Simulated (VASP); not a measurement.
# Sb2S3 (Stibnite) (Pnma) in VASP: settings compared, part 2 of 4

VASP 6.6.1.

**3. Relaxation of cell and atoms, PBEsol**

This run uses another cell than the first one, of 24.37 Å³/atom, 1.074 times its volume.

INCAR reads:

```
SYSTEM = Sb2S3
  PREC = Accurate
  ENCUT = 600
  EDIFF = 1E-6
  ISMEAR = 0
  SIGMA = 0.03
  LREAL = .False.
  LASPH = .True.
  NELM = 80
  ALGO = Normal
  ISIF = 3
  LWAVE = .False.
  LCHARG = .False.
  GGA = PS
  IBRION = 2
  NSW = 90
  EDIFFG = -0.01
  KPAR = 4
```

KPOINTS reads:

```
regular mesh
0
Gamma
  4 8 4
  0 0 0
```

POSCAR reads:

```
Sb2S3
1.0
   11.3110000000      0.0000000000      0.0000000000
    0.0000000000      3.8389000000      0.0000000000
    0.0000000000      0.0000000000     11.2230000000
Sb S
8 12
Direct
    0.4706100000      0.2500000000      0.3259500000
    0.0293900000      0.7500000000      0.8259500000
    0.9706100000      0.2500000000      0.1740500000
    0.5293900000      0.7500000000      0.6740500000
    0.3505900000      0.7500000000      0.0360200000
    0.1494100000      0.2500000000      0.5360200000
    0.8505900000      0.7500000000      0.4639800000
    0.6494100000      0.2500000000      0.9639800000
    0.2921400000      0.2500000000      0.1918100000
    0.2078600000      0.7500000000      0.6918100000
    0.7921400000      0.2500000000      0.3081900000
    0.7078600000      0.7500000000      0.8081900000
    0.5498000000      0.7500000000      0.1230000000
    0.9502000000      0.2500000000      0.6230000000
    0.0498000000      0.7500000000      0.3770000000
    0.4502000000      0.2500000000      0.8770000000
    0.3751000000      0.7500000000      0.4389000000
    0.1249000000      0.2500000000      0.9389000000
    0.8751000000      0.7500000000      0.0611000000
    0.6249000000      0.2500000000      0.5611000000
```

Potentials or basis: VASP PAW PBE potentials, release 64 (Sb, S).

Launch:

```bash
cat potpaw_PBE.64/Sb/POTCAR potpaw_PBE.64/S/POTCAR > POTCAR
mpirun -np 4 vasp_std > vasp.out
```

OUTCAR:

```text
SYSTEM = Sb2S3
   PREC = Accurate
   ENCUT = 600
   EDIFF = 1E-6
   ISMEAR = 0
   LREAL = .False.
   LASPH = .True.
   NELM = 80
   ISIF = 3
   GGA = PS
   IBRION = 2
   NSW = 90
   EDIFFG = -0.01

 ion  position               nearest neighbor table
   1  0.471  0.250  0.326-   9 2.52  17 2.54  17 2.54  13 3.11  13 3.11  20 3.16
   2  0.029  0.750  0.826-  10 2.52  18 2.54  18 2.54  14 3.11  14 3.11  19 3.16
   3  0.971  0.250  0.174-  11 2.52  19 2.54  19 2.54  15 3.11  15 3.11  18 3.16
   4  0.529  0.750  0.674-  12 2.52  20 2.54  20 2.54  16 3.11  16 3.11  17 3.16
   5  0.351  0.750  0.036-  13 2.46   9 2.68   9 2.68  16 2.85  16 2.85
   6  0.149  0.250  0.536-  14 2.46  10 2.68  10 2.68  15 2.85  15 2.85
   7  0.851  0.750  0.464-  15 2.46  11 2.68  11 2.68  14 2.85  14 2.85
   8  0.649  0.250  0.964-  16 2.46  12 2.68  12 2.68  13 2.85  13 2.85
   9  0.292  0.250  0.192-   1 2.52   5 2.68   5 2.68
  10  0.208  0.750  0.692-   2 2.52   6 2.68   6 2.68
  11  0.792  0.250  0.308-   3 2.52   7 2.68   7 2.68
  12  0.708  0.750  0.808-   4 2.52   8 2.68   8 2.68
[... 518 lines left out ...]

 val. band max:        5.5383514070   @ k =   0.0000   0.0000   0.0000
 cond. band min:       6.7155609689   @ k =   0.0000   0.0000   0.2500
 fundamental gap:      1.1772095619
 Fermi energy:         5.6842773264

 k-point     1 :       0.0000    0.0000    0.0000
  band No.  band energies     occupation
      1      -8.8858      2.00000
      2      -8.5702      2.00000
      3      -8.0985      2.00000
      4      -7.9741      2.00000
      5      -7.8756      2.00000
      6      -7.6076      2.00000
[... 1669 lines left out ...]
     66       8.6743      0.00000
     67       8.8987      0.00000

 [... further k-points ...]

------------------------ aborting loop because EDIFF is reached ----------------------------------------

  FORCE on cell =-STRESS in cart. coord.  units (eV):
  Direction    XX          YY          ZZ          XY          YZ          ZX
  --------------------------------------------------------------------------------------
  -------------------------------------------------------------------------------------
  Total       -0.0027080     -0.1352227     -0.0797963      0.0000000      0.0000000      0.0000000
  in kB       -0.0091952     -0.4591671     -0.2709590      0.0000000      0.0000000      0.0000000
  external PRESSURE =      -0.2464405 kB  Pullay stress =       0.0000000 kB
[... 35 lines left out ...]
  FREE ENERGIE OF THE ION-ELECTRON SYSTEM (eV)
  ---------------------------------------------------
  free  energy   TOTEN  =       -94.9083196453 eV

  energy  without entropy=      -94.9083196453  energy(sigma->0) =      -94.90831965

 reached required accuracy - stopping structural energy minimisation
```

CONTCAR:

```text
Sb2S3
   1.00000000000000
    11.2845302298572445    0.0000000000000000    0.0000000000000000
     0.0000000000000000    3.8296211943423022    0.0000000000000000
     0.0000000000000000   -0.0000000000000000   10.9181765805364073
  Sb              S
     8    12
Direct
     0.4754480274759359    0.2500000000000000    0.3259066344764594
     0.0245519725240640    0.7500000000000000    0.8259066344764595
     0.9754480274759361    0.2500000000000000    0.1740933655235405
     0.5245519725240639    0.7500000000000000    0.6740933655235405
     0.3472530307959913    0.7500000000000000    0.0323188464540695
     0.1527469692040088    0.2500000000000000    0.5323188464540695
[... 12 lines left out ...]
     0.8740520403601438    0.7500000000000000    0.0575567895544658
     0.6259479596398562    0.2500000000000000    0.5575567895544659

  0.00000000E+00  0.00000000E+00  0.00000000E+00
  0.00000000E+00  0.00000000E+00  0.00000000E+00
  0.00000000E+00  0.00000000E+00  0.00000000E+00
  0.00000000E+00  0.00000000E+00  0.00000000E+00
  0.00000000E+00  0.00000000E+00  0.00000000E+00
  0.00000000E+00  0.00000000E+00  0.00000000E+00
[... 12 lines left out ...]
  0.00000000E+00  0.00000000E+00  0.00000000E+00
  0.00000000E+00  0.00000000E+00  0.00000000E+00
```

It took 54 min on 4 MPI ranks of AMD EPYC 9R14 (Zen 4), shared host; peak memory 1.5 GiB.

What came out:

```yaml
Free_energy: -94.9083 eV
Relaxed_volume: 23.59 Å³/atom
Relaxed_cell: a = 11.285 Å, b = 3.830 Å, c = 10.918 Å, α = 90.00°, β = 90.00°, γ = 90.00°
Space_group_after_relaxing_to_0.05_Å: Pnma (No. 62)
Energy_gained_by_relaxing: 5.4 meV/atom
Ionic_steps: 15
Pressure_after_relaxing: 0.0 GPa
Largest_force_after_relaxing: 0.008 eV/Å
Band_gap_on_the_k_mesh: 1.18 eV, indirect (least direct gap 1.19 eV)
```

Forces on the atoms (eV/Å):
```
Sb   0.002  0.000  0.007
Sb  -0.002  0.000  0.007
Sb   0.002  0.000 -0.007
Sb  -0.002  0.000 -0.007
Sb  -0.002  0.000 -0.003
Sb   0.002  0.000 -0.003
Sb  -0.002  0.000  0.003
Sb   0.002  0.000  0.003
S   -0.006  0.000 -0.001
S    0.006  0.000 -0.001
S   -0.006  0.000  0.001
S    0.006  0.000  0.001
S    0.003  0.000 -0.007
S   -0.003  0.000 -0.007
S    0.003  0.000  0.007
S   -0.003  0.000  0.007
S    0.007  0.000 -0.004
S   -0.007  0.000 -0.004
S    0.007  0.000  0.004
S   -0.007  0.000  0.004
```

The path:
| step | energy change (eV) | largest force (eV/Å) | pressure (GPa) | volume (Å³) |
| --- | --- | --- | --- | --- |
| 1 | 0.0000 | 0.2717 | -0.32 | 487.32 |
| 2 | -0.0489 | 0.1533 | -0.30 | 483.86 |
| 3 | -0.0594 | 0.1583 | -0.25 | 481.32 |
| 4 | -0.0800 | 0.1252 | 0.11 | 476.82 |
| 5 | -0.0827 | 0.1729 | 0.31 | 474.48 |
| 6 | -0.0958 | 0.1301 | -0.19 | 474.88 |
| 7 | -0.0960 | 0.1329 | -0.26 | 474.94 |
| 8 | -0.1049 | 0.0590 | 0.00 | 471.95 |
| 9 | -0.1050 | 0.0605 | 0.04 | 471.56 |
| 10 | -0.1067 | 0.0418 | 0.00 | 471.70 |
| 11 | -0.1074 | 0.0306 | -0.03 | 471.85 |
| 12 | -0.1080 | 0.0223 | 0.06 | 471.39 |
| 13 | -0.1080 | 0.0248 | 0.07 | 471.32 |
| 14 | -0.1083 | 0.0113 | 0.01 | 471.64 |
| 15 | -0.1084 | 0.0080 | -0.02 | 471.83 |

Final structure:
```yaml
crystal:
  lattice:
    - [11.28453, 0.00000, 0.00000]
    - [0.00000, 3.82962, 0.00000]
    - [0.00000, 0.00000, 10.91818]
  atoms:
    - { symbol: Sb, position: [0.47545, 0.25000, 0.32591] }
    - { symbol: Sb, position: [0.02455, 0.75000, 0.82591] }
    - { symbol: Sb, position: [0.97545, 0.25000, 0.17409] }
    - { symbol: Sb, position: [0.52455, 0.75000, 0.67409] }
    - { symbol: Sb, position: [0.34725, 0.75000, 0.03232] }
    - { symbol: Sb, position: [0.15275, 0.25000, 0.53232] }
    - { symbol: Sb, position: [0.84725, 0.75000, 0.46768] }
    - { symbol: Sb, position: [0.65275, 0.25000, 0.96768] }
    - { symbol: S, position: [0.29022, 0.25000, 0.19145] }
    - { symbol: S, position: [0.20978, 0.75000, 0.69145] }
    - { symbol: S, position: [0.79022, 0.25000, 0.30855] }
    - { symbol: S, position: [0.70978, 0.75000, 0.80855] }
    - { symbol: S, position: [0.54852, 0.75000, 0.12699] }
    - { symbol: S, position: [0.95148, 0.25000, 0.62699] }
    - { symbol: S, position: [0.04852, 0.75000, 0.37301] }
    - { symbol: S, position: [0.45148, 0.25000, 0.87301] }
    - { symbol: S, position: [0.37405, 0.75000, 0.44244] }
    - { symbol: S, position: [0.12595, 0.25000, 0.94244] }
    - { symbol: S, position: [0.87405, 0.75000, 0.05756] }
    - { symbol: S, position: [0.62595, 0.25000, 0.55756] }
```

Levels at points of the mesh, in eV from the valence-band top:
```csv
k point,band 52,band 53,band 54,band 55,band 56,band 57,band 58,band 59,band 60,band 61
"(0.00, 0.00, 0.00)",-0.40,-0.27,-0.22,-0.17,0.00,1.24,1.47,1.51,1.82,2.09
"(0.50, 0.00, 0.00)",-0.63,-0.18,-0.18,-0.04,-0.04,1.44,1.44,1.71,1.71,1.97
"(0.00, 0.50, 0.00)",-1.13,-0.68,-0.68,-0.12,-0.12,1.90,1.90,2.17,2.17,2.30
"(0.50, 0.50, 0.00)",-1.33,-0.41,-0.41,-0.41,-0.41,2.13,2.13,2.13,2.13,2.52
"(0.00, 0.00, 0.50)",-0.66,-0.19,-0.19,-0.13,-0.13,1.20,1.20,2.02,2.02,2.24
"(0.50, 0.00, 0.50)",-0.66,-0.37,-0.37,-0.32,-0.32,1.27,1.27,2.02,2.02,2.15
"(0.00, 0.50, 0.50)",-1.25,-0.83,-0.83,-0.52,-0.52,1.71,1.71,1.89,1.89,2.97
"(0.50, 0.50, 0.50)",-1.17,-0.86,-0.86,-0.86,-0.86,1.93,1.93,1.93,1.93,2.56
```

Caveat: the PAW data sets were made with another functional, which shifts forces and pressure a little; spin-orbit coupling is left out, which moves the levels of the heavy elements. A k mesh can miss the band edges.

(Continued in part 3 of 4.)
